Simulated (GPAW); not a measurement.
MoP:

```
Mo P
1.0
     3.22300    0.00000    0.00000
    -1.61150    2.79120    0.00000
     0.00000    0.00000    3.19100
Mo P
1 1
Cartesian
  0.0000 0.0000 0.0000
  0.0000 1.8608 1.5955
```

| Property | Result |
| --- | --- |
| Program | GPAW 26.7.0 |
| Task | relaxation of cell and atoms |
| Functional | BLYP |
| Dispersion | D3 |
| Potentials or basis | PAW data sets generated in the run's folder for this functional |
| Cutoff | 600 eV |
| Basis | pw |
| k mesh | 7 × 7 × 6 |
| Occupations | fermi-dirac, width 0.05 eV |
| Spin | no spin polarisation |

At the start: pressure 3.3 GPa; volume 14.35 Å³/atom.

How do energy, volume and symmetry change on relaxing?

Over 5 steps the energy falls by 5.5 meV/atom and the volume is 14.63 Å³/atom (+1.9 %); space group P-6m2 (No. 187, to 0.05 Å).

The path:
| step | energy change (eV) | largest force (eV/Å) | pressure (GPa) | volume (Å³) |
| --- | --- | --- | --- | --- |
| 1 | 0.0000 | 0.0000 | 3.28 | 28.71 |
| 2 | -0.0046 | 0.0000 | 1.96 | 28.89 |
| 3 | -0.0099 | 0.0000 | -0.65 | 29.28 |
| 4 | -0.0105 | 0.0000 | -0.70 | 29.30 |
| 5 | -0.0110 | 0.0000 | -0.24 | 29.27 |

Final structure:
```xyz
2
Lattice="3.2659 0.0000 0.0000 -1.6330 2.8284 0.0000 0.0000 0.0000 3.1682" Properties=species:S:1:pos:R:3 pbc="T T T"
Mo    0.0000    0.0000    0.0000
P     0.0000    1.8856    1.5841
```

Caveat: later steps reuse the first step's grids; pairwise dispersion overbinds metals, which lowers pressure and volume.
